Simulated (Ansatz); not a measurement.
## Every step of a relaxation of CdTe (zincblende type)

DFT, PBE, PAW with Ansatz's default frozen-core files, scalar-relativistic (Ansatz 0.2.0); a Γ-centred 11×11×11 k mesh, Fermi–Dirac smearing of 0.05 eV, no spin polarisation. The run relaxes cell and atoms at a target pressure of 4 GPa.

Command: `ansatz run input.yaml --threads 1 --pin off --max-ram 3584MiB --backend cpu --events-out ev --progress --plain --runs-dir out` It took 33 s on 1 thread of Intel(R) Xeon(R) 6975P-C (Granite Rapids), on a shared host, peak memory 0.46 GiB.

PAW: frozen-core files, cutoff 420 eV; forces are relaxed below 0.005 eV/Å.

Each step lists its enthalpy F + pV a cell above the last geometry, the pressure, the cell vectors (Å), and Cartesian positions (Å) with forces (eV/Å).

The first step:

```
step 1  dH = 35.57 meV  P = 7.39 GPa
  cell 0.0000 3.1501 3.1501  3.1501 0.0000 3.1501  3.1501 3.1501 0.0000
  Cd 0.0000 0.0000 0.0000   0.0000 0.0000 0.0000
  Te 1.5750 1.5750 1.5750   0.0000 0.0000 0.0000
```

Spin–orbit coupling is left out, which matters for the heavy atoms.

Problem. Where does the relaxation end, and by which steps?

Solution. After 4 geometries, with conventional a, b, c = 6.420, 6.420, 6.420 Å, at 33.080 Å³/atom (+5.83 % against the start) in space group F-43m, with a shortest distance of 2.780 Å. The further steps:
```
step 2  dH = 34.30 meV  P = 1.35 GPa
  cell 0.0000 3.2709 3.2709  3.2709 0.0000 3.2709  3.2709 3.2709 0.0000
  Cd 0.0000 0.0000 0.0000   0.0000 0.0000 0.0000
  Te 1.6354 1.6354 1.6354   0.0000 0.0000 0.0000
step 3  dH = 0.39 meV  P = 3.72 GPa
  cell 0.0000 3.2156 3.2156  3.2156 0.0000 3.2156  3.2156 3.2156 0.0000
  Cd 0.0000 0.0000 0.0000   0.0000 0.0000 0.0000
  Te 1.6078 1.6078 1.6078   0.0000 0.0000 0.0000
step 4  dH = 0.00 meV  P = 3.99 GPa
  cell 0.0000 3.2101 3.2101  3.2101 0.0000 3.2101  3.2101 3.2101 0.0000
  Cd 0.0000 0.0000 0.0000   0.0000 0.0000 0.0000
  Te 1.6051 1.6051 1.6051   0.0000 0.0000 0.0000
step 5  dH = -0.83 meV  P = 3.98 GPa  (same geometry on a basis chosen anew; earlier energies don't compare to the last digit)
  cell 0.0000 3.2101 3.2101  3.2101 0.0000 3.2101  3.2101 3.2101 0.0000
  Cd 0.0000 0.0000 0.0000   0.0000 0.0000 0.0000
  Te 1.6051 1.6051 1.6051   0.0000 0.0000 0.0000
```
